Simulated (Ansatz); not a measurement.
## Band structure of Ca

```yaml
crystal:
  lattice:
    - [3.52015, 0.00000, 0.00000]
    - [0.00000, 3.52015, 0.00000]
    - [0.00000, 0.00000, 3.52015]
  atoms:
    - { symbol: Ca, position: [0.00000, 0.00000, 0.00000] }
```

The cell was built from the sc type and relaxed in the same program, and has space group Pm-3m; it needn't be a known or the stable phase.

Level of theory: Ansatz 0.2.0, DFT, PBE, all-electron LAPW, scalar-relativistic.

Settings: a Γ-centred 13×13×13 k mesh, Fermi–Dirac smearing of 0.05 eV, basis error target 1 meV/atom, no spin polarisation.

Points in fractions of the reciprocal vectors of this cell: Γ (0, 0, 0), X (0, 0.5, 0), M (0.5, 0.5, 0), R (0.5, 0.5, 0.5). The path joins them by straight lines in the order Γ–X–M–Γ–R–X–R–M; legs that retrace an earlier one aren't tabulated. Energies are in eV from the Fermi level.

Metal or insulator at this level of theory?

No gap opens: metallic or semimetallic.

Tabulate bands 3 to 7, counted from the lowest band of the run, along the path.


```json
{"k (1/Å)": "0.00", "point": "Γ", "band 3": "-23.12", "band 4": "-23.12", "band 5": "-3.81", "band 6": "0.84", "band 7": "0.84"}
{"k (1/Å)": "0.13", "point": "", "band 3": "-23.12", "band 4": "-23.12", "band 5": "-3.74", "band 6": "0.86", "band 7": "0.86"}
{"k (1/Å)": "0.25", "point": "", "band 3": "-23.12", "band 4": "-23.12", "band 5": "-3.53", "band 6": "0.91", "band 7": "0.93"}
{"k (1/Å)": "0.38", "point": "", "band 3": "-23.12", "band 4": "-23.12", "band 5": "-3.19", "band 6": "0.92", "band 7": "1.02"}
{"k (1/Å)": "0.51", "point": "", "band 3": "-23.11", "band 4": "-23.11", "band 5": "-2.73", "band 6": "0.78", "band 7": "1.13"}
{"k (1/Å)": "0.64", "point": "", "band 3": "-23.11", "band 4": "-23.11", "band 5": "-2.19", "band 6": "0.43", "band 7": "1.23"}
{"k (1/Å)": "0.76", "point": "", "band 3": "-23.11", "band 4": "-23.11", "band 5": "-1.59", "band 6": "-0.09", "band 7": "1.31"}
{"k (1/Å)": "0.89", "point": "X", "band 3": "-23.10", "band 4": "-23.10", "band 5": "-1.18", "band 6": "-0.49", "band 7": "1.33"}
{"k (1/Å)": "1.02", "point": "", "band 3": "-23.11", "band 4": "-23.10", "band 5": "-1.10", "band 6": "-0.48", "band 7": "1.37"}
{"k (1/Å)": "1.15", "point": "", "band 3": "-23.14", "band 4": "-23.10", "band 5": "-0.86", "band 6": "-0.45", "band 7": "1.48"}
{"k (1/Å)": "1.27", "point": "", "band 3": "-23.18", "band 4": "-23.10", "band 5": "-0.50", "band 6": "-0.42", "band 7": "1.65"}
{"k (1/Å)": "1.40", "point": "", "band 3": "-23.23", "band 4": "-23.09", "band 5": "-0.38", "band 6": "-0.06", "band 7": "1.86"}
{"k (1/Å)": "1.53", "point": "", "band 3": "-23.26", "band 4": "-23.09", "band 5": "-0.36", "band 6": "0.40", "band 7": "2.08"}
{"k (1/Å)": "1.66", "point": "", "band 3": "-23.29", "band 4": "-23.09", "band 5": "-0.34", "band 6": "0.77", "band 7": "2.26"}
{"k (1/Å)": "1.78", "point": "M", "band 3": "-23.30", "band 4": "-23.09", "band 5": "-0.34", "band 6": "0.91", "band 7": "2.33"}
{"k (1/Å)": "1.97", "point": "", "band 3": "-23.29", "band 4": "-23.09", "band 5": "-0.39", "band 6": "0.69", "band 7": "2.20"}
{"k (1/Å)": "2.15", "point": "", "band 3": "-23.27", "band 4": "-23.09", "band 5": "-0.89", "band 6": "0.65", "band 7": "1.90"}
{"k (1/Å)": "2.33", "point": "", "band 3": "-23.23", "band 4": "-23.10", "band 5": "-1.75", "band 6": "0.93", "band 7": "1.56"}
{"k (1/Å)": "2.51", "point": "", "band 3": "-23.19", "band 4": "-23.11", "band 5": "-2.59", "band 6": "1.06", "band 7": "1.26"}
{"k (1/Å)": "2.69", "point": "", "band 3": "-23.16", "band 4": "-23.12", "band 5": "-3.25", "band 6": "0.99", "band 7": "1.03"}
{"k (1/Å)": "2.87", "point": "", "band 3": "-23.13", "band 4": "-23.12", "band 5": "-3.67", "band 6": "0.89", "band 7": "0.89"}
{"k (1/Å)": "3.05", "point": "Γ", "band 3": "-23.12", "band 4": "-23.12", "band 5": "-3.81", "band 6": "0.84", "band 7": "0.84"}
{"k (1/Å)": "3.27", "point": "", "band 3": "-23.13", "band 4": "-23.13", "band 5": "-3.60", "band 6": "0.91", "band 7": "0.91"}
{"k (1/Å)": "3.49", "point": "", "band 3": "-23.15", "band 4": "-23.15", "band 5": "-2.98", "band 6": "1.11", "band 7": "1.11"}
{"k (1/Å)": "3.71", "point": "", "band 3": "-23.18", "band 4": "-23.18", "band 5": "-2.03", "band 6": "1.41", "band 7": "1.41"}
{"k (1/Å)": "3.93", "point": "", "band 3": "-23.22", "band 4": "-23.22", "band 5": "-0.93", "band 6": "1.52", "band 7": "1.52"}
{"k (1/Å)": "4.15", "point": "", "band 3": "-23.25", "band 4": "-23.25", "band 5": "-0.01", "band 6": "1.17", "band 7": "1.17"}
{"k (1/Å)": "4.37", "point": "", "band 3": "-23.27", "band 4": "-23.27", "band 5": "0.52", "band 6": "0.83", "band 7": "0.83"}
{"k (1/Å)": "4.59", "point": "R", "band 3": "-23.28", "band 4": "-23.28", "band 5": "0.70", "band 6": "0.70", "band 7": "0.70"}
{"k (1/Å)": "4.77", "point": "", "band 3": "-23.27", "band 4": "-23.27", "band 5": "0.58", "band 6": "0.79", "band 7": "0.79"}
{"k (1/Å)": "4.95", "point": "", "band 3": "-23.25", "band 4": "-23.24", "band 5": "0.30", "band 6": "0.97", "band 7": "1.02"}
{"k (1/Å)": "5.13", "point": "", "band 3": "-23.21", "band 4": "-23.21", "band 5": "-0.01", "band 6": "0.81", "band 7": "1.40"}
{"k (1/Å)": "5.31", "point": "", "band 3": "-23.18", "band 4": "-23.17", "band 5": "-0.24", "band 6": "0.14", "band 7": "1.86"}
{"k (1/Å)": "5.49", "point": "", "band 3": "-23.14", "band 4": "-23.14", "band 5": "-0.55", "band 6": "-0.39", "band 7": "1.64"}
{"k (1/Å)": "5.67", "point": "", "band 3": "-23.11", "band 4": "-23.11", "band 5": "-1.02", "band 6": "-0.47", "band 7": "1.41"}
{"k (1/Å)": "5.85", "point": "X", "band 3": "-23.10", "band 4": "-23.10", "band 5": "-1.18", "band 6": "-0.49", "band 7": "1.33"}
{"k (1/Å)": "7.12", "point": "R", "band 3": "-23.28", "band 4": "-23.28", "band 5": "0.70", "band 6": "0.70", "band 7": "0.70"}
{"k (1/Å)": "7.24", "point": "", "band 3": "-23.28", "band 4": "-23.27", "band 5": "0.63", "band 6": "0.75", "band 7": "0.75"}
{"k (1/Å)": "7.37", "point": "", "band 3": "-23.28", "band 4": "-23.24", "band 5": "0.45", "band 6": "0.89", "band 7": "0.89"}
{"k (1/Å)": "7.50", "point": "", "band 3": "-23.29", "band 4": "-23.20", "band 5": "0.22", "band 6": "1.12", "band 7": "1.12"}
{"k (1/Å)": "7.63", "point": "", "band 3": "-23.29", "band 4": "-23.16", "band 5": "0.00", "band 6": "1.42", "band 7": "1.42"}
{"k (1/Å)": "7.75", "point": "", "band 3": "-23.30", "band 4": "-23.12", "band 5": "-0.18", "band 6": "1.34", "band 7": "1.77"}
{"k (1/Å)": "7.88", "point": "", "band 3": "-23.30", "band 4": "-23.10", "band 5": "-0.30", "band 6": "1.02", "band 7": "2.13"}
{"k (1/Å)": "8.01", "point": "M", "band 3": "-23.30", "band 4": "-23.09", "band 5": "-0.34", "band 6": "0.91", "band 7": "2.33"}
```
